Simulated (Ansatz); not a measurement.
## Random displacements in Si

Level of theory: DFT PBE, scalar-relativistic, plane waves, PAW (Ansatz 0.2.0). Cutoff 420 eV, Γ-centred 6×6×6 k-points, Gaussian smearing of 0.05 eV. No spin polarisation. Energies are free energies at this smearing, counted from the undisturbed cell; pressure is positive in compression.

Zero of the scan (as given, not relaxed at this level):

```
CELL_PARAMETERS angstrom
5.43094 0.00000 0.00000
0.00000 -5.43094 0.00000
0.00000 0.00000 -5.43094
ATOMIC_POSITIONS crystal
Si 0.50000 0.00000 0.00000
Si 0.00000 0.50000 0.00000
Si 0.00000 0.00000 0.50000
Si 0.50000 0.50000 0.50000
Si 0.75000 0.75000 0.75000
Si 0.25000 0.25000 0.75000
Si 0.25000 0.75000 0.25000
Si 0.75000 0.25000 0.25000
```

The atoms are displaced (Å, in the unstrained cell):

| atom | ux | uy | uz |
| --- | --- | --- | --- |
| Si1 | 0.056 | -0.042 | 0.023 |
| Si2 | -0.047 | -0.018 | 0.023 |
| Si3 | 0.032 | 0.017 | -0.129 |
| Si4 | -0.006 | 0.037 | -0.008 |
| Si5 | -0.007 | 0.054 | 0.080 |
| Si6 | -0.037 | 0.041 | 0.019 |
| Si7 | -0.017 | -0.078 | 0.033 |
| Si8 | 0.026 | -0.010 | -0.040 |

Strain (Voigt, engineering shear): (0.0008, 0.0280, -0.0024, -0.0818, -0.0256, -0.0709).

(1) What are the energy change, the stress and the forces?

Answers

(1) ΔE = 105.1 meV/atom; stress (xx, yy, zz, yz, xz, xy; compression positive) (1.82, -0.66, 1.80, 8.73, 2.97, 5.41) GPa; gap on the mesh 0.05 eV.
```tsv
atom	Fx (eV/Å)	Fy	Fz
Si1	-0.82	-0.01	-0.61
Si2	-0.18	-0.38	-0.95
Si3	-1.45	-0.02	0.92
Si4	-1.68	-0.85	-0.08
Si5	0.46	-0.01	-0.30
Si6	1.54	-0.59	-0.40
Si7	1.00	1.03	0.58
Si8	1.14	0.83	0.84
```

Cost: 1 run of about 0.75 core-minutes, on Arm Neoverse V1 (shared hosts).